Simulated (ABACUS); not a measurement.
## Si: single point with BLYP

Si:

```
Si
1.0
     0.00000    2.72185    2.72185
     2.72185    0.00000    2.72185
     2.72185    2.72185    0.00000
Si
2
Direct
  0.50000 0.50000 0.50000
  0.75000 0.75000 0.75000
```

```
Program             : ABACUS 3.10.1
Task                : single point
Functional          : BLYP
Potentials or basis : GBRV ultrasoft 1.5 PBE
Cutoff              : 544 eV
Density cutoff      : 4354 eV
Basis               : plane waves
k mesh              : 6 × 6 × 6
Occupations         : fermi-dirac, width 0.05 eV
Spin                : no spin polarisation
```

The pressure is 4.8 GPa. The band gap on the k mesh is 0.95 eV, indirect (least direct gap 2.70 eV).

Levels at points of the mesh, in eV from the valence-band top:
| k point | band 2 | band 3 | band 4 | band 5 | band 6 | band 7 |
| --- | --- | --- | --- | --- | --- | --- |
| (0.00, 0.00, 0.00) | 0.00 | 0.00 | 0.00 | 2.70 | 2.70 | 2.70 |
| (0.50, 0.50, 0.50) | -6.83 | -1.17 | -1.17 | 1.62 | 3.52 | 3.52 |
| (0.50, 0.50, 0.00) | -7.75 | -2.76 | -2.76 | 0.95 | 0.95 | 10.12 |

It took 7 s on 4 MPI ranks on Intel(R) Xeon(R) 6975P-C (Granite Rapids), with other jobs on the host, peak memory 0.6 GiB a rank.

Caveat: the potentials were made for another functional, which shifts forces and pressure. A k mesh can miss the band edges.
